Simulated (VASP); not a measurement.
# BN (P6_3mc) in VASP: notebook

Runs on BN. Level: PBE. Tasks: single point, relaxation of cell and atoms.

Program: VASP 6.6.1. These are calculated values, not measurements. Logs are shortened: lines on timing, memory, paths and dates and some standing lists are left out, and cuts for length are marked.

### 1 Starting point

The structure is hexagonal, space group P6_3mc (No. 186). The conventional cell has a = 2.555 Å, b = 2.555 Å, c = 4.225 Å, α = 90.00°, β = 90.00°, γ = 120.00°. Around B (site symmetry 3m) lie 4 N at 1.57 to 1.58 Å. N (site symmetry 3m) has 4 B at 1.57 to 1.58 Å as nearest neighbours.

The cell was built by a generator and needn't be a form met in nature.

### 2 Single point, PBE

Contents of INCAR:

```
SYSTEM = BN
PREC = Accurate
ENCUT = 520
EDIFF = 1E-6
ISMEAR = 0
SIGMA = 0.02
LREAL = .FALSE.
LASPH = .TRUE.
NELM = 100
ALGO = Fast
ISIF = 2
LWAVE = .FALSE.
LCHARG = .FALSE.
GGA = PE
NBANDS = 16
```

Contents of KPOINTS:

```
regular mesh
0
G
  12 12 6
  0 0 0
```

Contents of POSCAR:

```
BN
1.0
    2.5545348137      0.0000000000      0.0000000000
   -1.2772674068      2.2122920435      0.0000000000
    0.0000000000      0.0000000000      4.2245049667
B N
2 2
Direct
    0.3333333333      0.6666666667      0.3126939999
    0.6666666667      0.3333333333      0.8126939999
    0.6666666667      0.3333333333      0.1873060001
    0.3333333333      0.6666666667      0.6873060001
```

Potentials or basis: VASP PAW PBE potentials, release 64 (B, N).

Command:

```sh
cat potpaw_PBE.64/B/POTCAR potpaw_PBE.64/N/POTCAR > POTCAR
mpirun -np 1 vasp_std > vasp.out
```

OUTCAR:

```text
SYSTEM = BN
   PREC = Accurate
   ENCUT = 520
   EDIFF = 1E-6
   ISMEAR = 0
   LREAL = .FALSE.
   LASPH = .TRUE.
   NELM = 100
   ISIF = 2
   GGA = PE

 ion  position               nearest neighbor table
   1  0.333  0.667  0.313-   3 1.57   3 1.57   3 1.57   4 1.58
   2  0.667  0.333  0.813-   4 1.57   4 1.57   4 1.57   3 1.58
   3  0.667  0.333  0.187-   1 1.57   1 1.57   1 1.57   2 1.58
   4  0.333  0.667  0.687-   2 1.57   2 1.57   2 1.57   1 1.58

  LATTYP: Found a hexagonal cell.
 ALAT       =     2.5545348137
 C/A-ratio  =     1.6537276940

  Lattice vectors:

 A1 = (   2.5545348137,   0.0000000000,   0.0000000000)
 A2 = (  -1.2772674068,   2.2122920435,   0.0000000000)
 A3 = (   0.0000000000,   0.0000000000,   4.2245049667)

Analysis of symmetry for initial positions (statically):
=====================================================================
 Subroutine PRICEL returns:
 Original cell was already a primitive cell.

 Routine SETGRP: Setting up the symmetry group for a
 hexagonal supercell.

 Subroutine GETGRP returns: Found 12 space group operations
 (whereof  6 operations were pure point group operations)
 out of a pool of 24 trial point group operations.

The static configuration has the point symmetry C_3v.
 The point group associated with its full space group is C_6v.

Analysis of symmetry for dynamics (positions and initial velocities):
=====================================================================
 Subroutine PRICEL returns:
 Original cell was already a primitive cell.

 Routine SETGRP: Setting up the symmetry group for a
 hexagonal supercell.

 Subroutine GETGRP returns: Found 12 space group operations
 (whereof  6 operations were pure point group operations)
 out of a pool of 24 trial point group operations.

The dynamic configuration has the point symmetry C_3v.
 The point group associated with its full space group is C_6v.

 Subroutine INISYM returns: Found 12 space group operations
 (whereof  6 operations are pure point group operations),
 and found     1 'primitive' translations

----------------------------------------------------------------------------------------

                                     Primitive cell

  volume of cell :      23.8743

  direct lattice vectors                    reciprocal lattice vectors
     2.554534814  0.000000000  0.000000000     0.391460705  0.226009944  0.000000000
    -1.277267407  2.212292044  0.000000000     0.000000000  0.452019887  0.000000000
     0.000000000  0.000000000  4.224504967     0.000000000  0.000000000  0.236714126

  length of vectors
     2.554534814  2.554534814  4.224504967     0.452019887  0.452019887  0.236714126

  position of ions in fractional coordinates (direct lattice)
     0.333333333  0.666666667  0.312694000
     0.666666667  0.333333333  0.812694000
     0.666666667  0.333333333  0.187306000
     0.333333333  0.666666667  0.687306000

  ion indices of the primitive-cell ions
   primitive index   ion index
                 1           1
                 2           2
                 3           3
                 4           4

----------------------------------------------------------------------------------------

 KPOINTS: regular mesh

Automatic generation of k-mesh.
 Grid dimensions read from file:
 generate k-points for:   12   12    6

 Generating k-lattice:

  Cartesian coordinates                     Fractional coordinates (reciprocal lattice)
     0.032621725  0.018834162  0.000000000     0.083333333  0.000000000  0.000000000
     0.000000000  0.037668324  0.000000000     0.000000000  0.083333333  0.000000000
     0.000000000  0.000000000  0.039452354     0.000000000  0.000000000  0.166666667

  Length of vectors
     0.037668324  0.037668324  0.039452354

  Shift w.r.t. Gamma in fractional coordinates (k-lattice)
     0.000000000  0.000000000  0.000000000

 Subroutine IBZKPT returns following result:
 ===========================================

 Found     76 irreducible k-points:

 Following reciprocal coordinates:
            Coordinates               Weight
  0.000000  0.000000  0.000000      1.000000
  0.083333 -0.000000  0.000000      6.000000
  0.166667 -0.000000  0.000000      6.000000
  0.250000 -0.000000  0.000000      6.000000
  0.333333  0.000000  0.000000      6.000000
  0.416667  0.000000  0.000000      6.000000
[... 16 lines left out ...]
  0.250000 -0.000000  0.166667     12.000000
  0.333333  0.000000  0.166667     12.000000
 [... further k-points ...]
   k-points           NKPTS =     76   k-points in BZ     NKDIM =     76   number of bands    NBANDS=     16
   number of dos      NEDOS =    301   number of ions     NIONS =      4
   total plane-waves  NPLWV =  12800
   dimension x,y,z NGX =    20 NGY =   20 NGZ =   32
   dimension x,y,z NGXF=    40 NGYF=   40 NGZF=   64
   ions per type =               2   2
   NGX,Y,Z   is equivalent  to a cutoff of  13.02, 13.02, 12.59 a.u.
   NGXF,Y,Z  is equivalent  to a cutoff of  26.03, 26.03, 25.19 a.u.
 SYSTEM =  BN
   PREC   = accura    normal or accurate (medium, high low for compatibility)
   ISTART =      0    job   : 0-new  1-cont  2-samecut
   ICHARG =      2    charge: 1-file 2-atom 10-const
   ISPIN  =      1    spin polarized calculation?
   LNONCOLLINEAR =      F non collinear calculations
   LSORBIT =      F    spin-orbit coupling
   LASPH  =      T    aspherical Exc in radial PAW
   ENCUT  =  520.0 eV  38.22 Ry    6.18 a.u.   4.75  4.75  7.85*2*pi/ulx,y,z
   NELM   =    100;   NELMIN=  2; NELMDL= -5     # of ELM steps
   EDIFF  = 0.1E-05   stopping-criterion for ELM
   LREAL  =      F    real-space projection
   EDIFFG = 0.1E-04   stopping-criterion for IOM
   NSW    =      0    number of steps for IOM
   IBRION =     -1    ionic relax: 0-MD 1-quasi-New 2-CG
   NFREE  =      0    steps in history (QN), initial steepest desc. (CG)
   ISIF   =      2    stress and relaxation
   ISYM   =      2    0-nonsym 1-usesym 2-fastsym
   POTIM  = 0.5000    time-step for ionic-motion
   TEBEG  =    0.0;   TEEND  =   0.0 temperature during run
   PSTRESS=    0.0 pullay stress
   NELECT =      16.0000    total number of electrons
   NUPDOWN=      -1.0000    fix difference up-down
   EMIN   =  10.00;   EMAX   =-10.00  energy-range for DOS
   EFERMI =   0.00;   METHOD = LEGACY
   ISMEAR =     0;   SIGMA  =   0.02  broadening in eV -4-tet -1-fermi 0-gaus
   EFERMI_NEDOS =   21; number of points for ismear=-14 and -15
   IALGO  =     68    algorithm
   IMIX   =      4    mixing-type and parameters
     AMIX     =   0.40;   BMIX     =  1.00
     AMIX_MAG =   1.60;   BMIX_MAG =  1.00
  volume/ion in A,a.u.               =       5.97        40.28
  Fermi-wavevector in a.u.,A,eV,Ry     =   1.432643  2.707304 27.925513  2.052467
  Thomas-Fermi vector in A             =   2.552248
   LORBIT       =      0    0 simple, 1 ext, 2 COOP (PROOUT), +10 PAW based schemes
   GGA     = PE    functional components
   LHFCALC =     F    Hartree Fock is set to
   AEXX    =    0.0000 exact exchange contribution
   IVDW    =     0    specifies the selected vdW correction
   LEPSILON=     F    determine dielectric tensor
   LRPA    =     F    only Hartree local field effects (RPA)
 non-spin polarized calculation
 RMM-DIIS sequential band-by-band and
 Gauss-broadening in eV      SIGMA  =   0.02
  energy-cutoff  :      520.00
  volume of cell :       23.87
 maximum number of plane-waves:       660
 NGX is ok and might be reduce to    20
   NGX =  9   NGY =  9   NGZ = 15

 number of electron      16.0000000 magnetization

 Free energy of the ion-electron system (eV)
  ---------------------------------------------------
  ext. energy  EPLUGINS =         0.00000000
  ---------------------------------------------------
  free energy    TOTEN  =       -34.83273129 eV

  energy without entropy =      -34.83273129  energy(sigma->0) =      -34.83273129

 E-fermi :   7.5255     XC(G=0): -12.7614

 val. band max:        7.4291461671   @ k =   0.0000   0.0000   0.0000
 cond. band min:      12.6393940725   @ k =   0.3333   0.3333   0.0000
 fundamental gap:      5.2102479054
 Fermi energy:         7.5255135402

 k-point     1 :       0.0000    0.0000    0.0000
  band No.  band energies     occupation
      1     -12.8568      2.00000
      2      -8.7493      2.00000
      3      -3.3903      2.00000
      4       5.3261      2.00000
      5       5.3261      2.00000
      6       7.1668      2.00000
[... 8 lines left out ...]
     15      19.2535      0.00000
     16      23.5183      0.00000

 k-point     2 :       0.0833   -0.0000    0.0000
  band No.  band energies     occupation
      1     -12.7069      2.00000
      2      -8.6347      2.00000
      3      -3.2415      2.00000
      4       4.6381      2.00000
      5       5.0467      2.00000
      6       6.8561      2.00000
[... 8 lines left out ...]
     15      19.6888      0.00000
     16      23.2955      0.00000

 k-point     3 :       0.1667   -0.0000    0.0000
  band No.  band energies     occupation
      1     -12.2620      2.00000
      2      -8.3066      2.00000
      3      -2.8010      2.00000
      4       2.9856      2.00000
      5       4.3904      2.00000
      6       5.4495      2.00000
[... 8 lines left out ...]
     15      20.8218      0.00000
     16      22.6549      0.00000

 k-point     4 :       0.2500   -0.0000    0.0000
  band No.  band energies     occupation
      1     -11.5395      2.00000
      2      -7.8275      2.00000
      3      -2.0899      2.00000
      4       1.0305      2.00000
      5       3.6552      2.00000
      6       3.6931      2.00000
[... 8 lines left out ...]
     15      22.2871      0.00000
     16      22.7230      0.00000
[... 324 lines left out ...]
 k-point    22 :       0.1667   -0.0000    0.1667
  band No.  band energies     occupation
      1     -12.1003      2.00000
      2      -8.8259      2.00000
      3      -2.0197      2.00000
      4       3.1295      2.00000
      5       4.5206      2.00000
      6       5.0116      2.00000
[... 8 lines left out ...]
     15      20.5107      0.00000
     16      22.6201      0.00000

 k-point    23 :       0.2500   -0.0000    0.1667
  band No.  band energies     occupation
      1     -11.3828      2.00000
      2      -8.2886      2.00000
      3      -1.4547      2.00000
      4       1.2487      2.00000
      5       3.2624      2.00000
      6       3.7927      2.00000
[... 8 lines left out ...]
     15      21.9558      0.00000
     16      22.7927      0.00000

 k-point    24 :       0.3333    0.0000    0.1667
  band No.  band energies     occupation
      1     -10.4349      2.00000
      2      -7.7131      2.00000
      3      -1.3125      2.00000
      4       0.1266      2.00000
      5       1.4976      2.00000
      6       3.1783      2.00000
[... 8 lines left out ...]
     15      23.3251      0.00000
     16      23.5755      0.00000

 [... further k-points ...]
[... 5 lines left out ...]
  --------------------------------------------------------------------------------------
  -------------------------------------------------------------------------------------
  Total        0.0360934      0.0360934      0.0312370      0.0000000      0.0000000      0.0000000
  in kB        2.4221912      2.4221912      2.0962815      0.0000000      0.0000000      0.0000000
  external PRESSURE =       2.3135546 kB  Pullay stress =       0.0000000 kB

 VOLUME and BASIS-vectors are now :
 -----------------------------------------------------------------------------
  energy-cutoff  :      520.00
  volume of cell :       23.87
      direct lattice vectors                 reciprocal lattice vectors
     2.554534814  0.000000000  0.000000000     0.391460705  0.226009944  0.000000000
    -1.277267407  2.212292044  0.000000000     0.000000000  0.452019887  0.000000000
     0.000000000  0.000000000  4.224504967     0.000000000  0.000000000  0.236714126

 POSITION                                       TOTAL-FORCE (eV/Angst)
 -----------------------------------------------------------------------------------
     -0.00000      1.47486      1.32098        -0.000000      0.000000      0.001108
      1.27727      0.73743      3.43323         0.000000     -0.000000      0.001108
      1.27727      0.73743      0.79128         0.000000      0.000000     -0.001108
     -0.00000      1.47486      2.90353        -0.000000      0.000000     -0.001108
 -----------------------------------------------------------------------------------
    total drift:                               -0.000000     -0.000000     -0.000298

  FREE ENERGIE OF THE ION-ELECTRON SYSTEM (eV)
  ---------------------------------------------------
  free  energy   TOTEN  =       -34.8327312940 eV

  energy  without entropy=      -34.8327312940  energy(sigma->0) =      -34.83273129
```

It took 22 s on 1 thread of Intel Xeon Platinum 8259CL at 2.50GHz (Skylake/Cascade Lake), shared host; peak memory 0.14 GiB.

Results:

```yaml
Free_energy: -34.8327 eV
Pressure: 0.2 GPa
Band_gap_on_the_k_mesh: 5.21 eV, indirect (least direct gap 8.24 eV)
```

A k mesh can miss the band edges. As with any semilocal functional, this PBE gap is likely too small.

### 3 Relaxation of cell and atoms, PBE

Contents of INCAR:

```
  PREC = Accurate
  ENCUT = 600
  EDIFF = 1E-6
  ISMEAR = 0
  SIGMA = 0.02
  LREAL = False
  LASPH = True
  NELM = 100
  ALGO = Normal
  ISIF = 3
  LWAVE = False
  LCHARG = False
  GGA = PE
  IBRION = 2
  NSW = 100
  EDIFFG = -0.01
```

Contents of KPOINTS:

```
regular mesh
0
Gamma
  12 12 6
```

POSCAR is that of step 2.

Potentials or basis: VASP PAW PBE potentials, release 64 (B, N).

Command:

```sh
cat potpaw_PBE.64/B/POTCAR potpaw_PBE.64/N/POTCAR > POTCAR
mpirun -np 1 vasp_std > vasp.out
```

Wall time 17 s (1 thread of Intel Xeon Platinum 8259CL at 2.50GHz (Skylake/Cascade Lake), shared host); peak memory 0.14 GiB.

The run converged. Its results:

| Quantity | Value |
| --- | --- |
| Free energy | -34.8399 eV |
| Pressure after relaxing | 0.0 GPa |
| Band gap on the k mesh | 5.21 eV, indirect (least direct gap 8.24 eV) |

Final structure:
```xyz
4
Lattice="2.5545 0.0000 0.0000 -1.2773 2.2123 0.0000 0.0000 0.0000 4.2245" Properties=species:S:1:pos:R:3 pbc="T T T"
B     0.0000    1.4749    1.3210
B     1.2773    0.7374    3.4332
N     1.2773    0.7374    0.7913
N     0.0000    1.4749    2.9035
```

Levels at points of the mesh, in eV from the valence-band top:
```
           k point  band 4  band 5  band 6  band 7  band 8  band 9  band 10  band 11  band 12
(0.00, 0.00, 0.00)   -2.10   -2.10   -0.26    0.00    0.00    8.33     8.33     8.55     9.41
(0.50, 0.00, 0.00)   -7.74   -6.85   -4.93   -4.36   -2.09    6.68     7.94    10.56    11.39
(0.00, 0.00, 0.50)   -5.67   -1.16   -1.16   -1.16   -1.16    9.40     9.40     9.87     9.87
(0.50, 0.00, 0.50)   -9.93   -3.73   -3.73   -3.53   -3.53    6.56     6.56     9.97     9.97
```

Caveat: the relaxation stopped at its first step, so nothing moved.
